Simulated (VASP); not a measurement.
Input of a VASP 6.6.1 run:

INCAR

```
SYSTEM = Ba
  PREC = Accurate
  ENCUT = 520
  EDIFF = 1E-7
  ISMEAR = 0
  SIGMA = 0.1
  LREAL = .False.
  LASPH = .True.
  NELM = 100
  ALGO = Fast
  ISIF = 2
  LWAVE = .False.
  LCHARG = .True.
  GGA = PS
  LELF = .True.
  LVHAR = .True.
  NBANDS = 11
```

File KPOINTS:

```
regular mesh
0
Gamma
  10 10 10
  0 0 0
```

POSCAR

```
Ba
1.0
    3.9629671781      0.0000000000      0.0000000000
    0.0000000000      4.0217329412      0.0000000000
    0.0000000000      0.0000000000      3.9629671781
Ba
1
Direct
    0.0000000000      0.0000000000      0.0000000000
```

Potentials or basis: VASP PAW PBE potentials, release 64 (Ba_sv).

Launch:

```sh
$ cat potpaw_PBE.64/Ba_sv/POTCAR > POTCAR
$ mpirun -np 1 vasp_std > vasp.out
```

Predict the band gap on the k mesh.

none (metal or under the smearing width).

Predict the pressure.

-0.7 GPa.

Stress tensor (GPa, compression positive):
```
-0.61  0.00  0.00
 0.00 -0.98  0.00
 0.00  0.00 -0.61
```

Caveat: the PAW data sets were made with another functional, which shifts forces and pressure a little. The run has no spin-orbit coupling, so splittings on Ba are missing.
